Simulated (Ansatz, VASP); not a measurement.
**Pb: VASP beside Ansatz**

```
Pb
1.0
     0.00000    2.51407    2.51407
     2.51407    0.00000    2.51407
     2.51407    2.51407    0.00000
Pb
2
Direct
  0.87500 0.87500 0.87500
  0.12500 0.12500 0.12500
```

Change from the starting cell: volume scaled by 0.4, PAW files.

Alike in both runs: task single point; functional LDA; k mesh 10 × 10 × 10; occupations fermi-dirac, width 0.08 eV; no spin polarisation.

```csv
,VASP,Ansatz
version,VASP 6.6.1,Ansatz 0.2.0
potentials or method,"VASP PAW LDA potentials, release 64 (Pb_d)","PAW with Ansatz's default frozen-core files, scalar-relativistic"
plane-wave cutoff (eV),520,420
valence electrons in the cell,28,28
```

```tsv
	VASP	Ansatz	Ansatz less VASP
pressure (GPa)	298.5	294.3	-4.24
```

Ansatz warned: «eigensolver_not_converged».

Caveats: the cell as given lies far from equilibrium; so large a pressure means that the cell lies far from this level's equilibrium, or that cutoff or potentials fall short (VASP). Spin-orbit coupling is left out, which matters for the levels of Pb.
